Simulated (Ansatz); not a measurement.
The system is MoP.

```
CELL_PARAMETERS angstrom
3.22300 0.00000 0.00000
-1.61150 2.79120 0.00000
0.00000 0.00000 3.19100
ATOMIC_POSITIONS crystal
Mo 0.00000 0.00000 0.00000
P 0.33333 0.66667 0.50000
```

* Program: Ansatz 0.2.0
* Task: relaxation of cell and atoms
* Functional: RPBE
* Potentials or basis: Ansatz PAW
* Cutoff: 420 eV (not typed: the program's choice for these potentials)
* k mesh: 10 × 10 × 8
* Occupations: fermi-dirac, width 0.05 eV
* Spin: no spin polarisation

At the start: volume 14.35 Å³/atom.

**Question.** How do energy, volume and symmetry change on relaxing?

**Answer.** It ends after 5 steps and the volume is 14.72 Å³/atom (+2.6 %); space group P-6m2 (No. 187, to 0.05 Å).

Step by step:
| step | energy change (eV) | largest force (eV/Å) | volume (Å³) |
| --- | --- | --- | --- |
| 1 | 0.0000 | 0.0000 | 28.71 |
| 2 | -0.0089 | 0.0000 | 29.69 |
| 3 | -0.0121 | 0.0000 | 29.46 |
| 4 | -0.0122 | 0.0000 | 29.44 |
| 5 | -0.0124 | 0.0000 | 29.44 |

Final structure:
```cif
data_structure
_symmetry_space_group_name_H-M 'P 1'
_symmetry_Int_Tables_number 1
_cell_length_a 3.2566
_cell_length_b 3.2566
_cell_length_c 3.2055
_cell_angle_alpha 90.000
_cell_angle_beta 90.000
_cell_angle_gamma 120.000
_cell_volume 29.44
loop_
_atom_site_label
_atom_site_type_symbol
_atom_site_fract_x
_atom_site_fract_y
_atom_site_fract_z
_atom_site_occupancy
Mo1 Mo 0.00000 0.00000 0.00000 1
P1 P 0.33333 0.66667 0.50000 1
```

Caveat: the plane-wave basis is chosen anew once the cell has moved, so the energies of steps on either side of that aren't comparable; the PAW data sets come from PBE, with cores solved anew for the run's functional, which leaves a small shift of forces and pressure.
